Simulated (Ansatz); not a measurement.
**Cu films: biaxial stress and wafer bow**

Plane-wave DFT in Ansatz, r2SCAN, scalar-relativistic PAW potentials, cutoff 500 eV, no spin-orbit coupling; no spin polarisation. Cu in space group I4/mmm, a structure that wasn't matched to a measured phase, strained equally along a and b of the conventional cell, with c and the atoms relaxed within the symmetry (a film with c along the normal). Stress is the in-plane mean, tension positive.

| strain (%) | stress (GPa) | E − E(0) (meV/atom) |
| --- | --- | --- |
| -3.0 | 0.84 | -0.5 |
| -2.0 | 0.21 | 0.7 |
| -1.0 | -0.25 | 0.4 |
| +0.0 | -0.07 | 0.0 |
| +1.0 | 0.38 | 0.1 |
| +2.0 | ? | 1.1 |
| +3.0 | 2.80 | 3.9 |

Task: Fit the stress, get the biaxial modulus and predict the missing row.

Result: A parabola through the given rows is σ = -0.10 + 0.317 ε +0.2154 ε² GPa (ε in %), so M = dσ/dε = 32 GPa at zero. It predicts 1.40 GPa at +2.0 %; the run gave 1.18 GPa. The miss is 0.22 GPa, more than the fit's scatter: the response is more anharmonic than a parabola allows. The energies check it: E/V = Mε² at small strain, and a cubic fit with V = 11.48 Å³/atom gives M = 26 GPa, 18 % apart; mesh and smearing enter the two differently.

Task: How much does a 20 nm film at +0.2 % strain bow a 300 mm Si(001) wafer 775 μm thick?

Result: The fit, without its small constant, gives σ = 0.07 GPa. Stoney's formula, κ = 6σt_f/(M_s t_s²) with M_s = 180.5 GPa for Si(001) (literature), gives |κ| = 0.08×10⁻³ m⁻¹ and a bow κr²/2 = 0.9 μm at r = 150 mm, with the film side concave (tension pulls the edges up). This assumes a single-crystal or fully textured, unrelaxed film at 0 K.

The cell has no gap in any row, so the stresses hang on mesh and smearing.

Cost: about 23 core-minutes for the runs cited, on Intel Xeon Platinum 8488C (Sapphire Rapids) (shared hosts).

This bcc form isn't the element's structure at ambient conditions.

The stress doesn't rise steadily with strain: it falls from 0.84 GPa at -3.0 % to -0.25 GPa at -1.0 %, then climbs to 2.80 GPa at +3.0 %. The tangent modulus is therefore negative on the compressive side, where the energy also passes a shallow maximum and drops below its unstrained value. This is the signature of the Bain path. In-plane compression with c free to expand leads from bcc towards fcc, and bcc Cu is known to be unstable against this tetragonal shear. The reference cell probably sits in a shallow tetragonal dip beside the cubic saddle, which would explain both the softness and the strong anharmonicity.

The modulus of 32 GPa thus describes this flat region and is far below that of an fcc Cu(001) film, so the bow isn't a prediction for ordinary copper metallisation. Even for this phase its sign is insecure: the omitted constant, -0.10 GPa, outweighs the 0.07 GPa used, and keeping it would turn the fitted stress compressive.
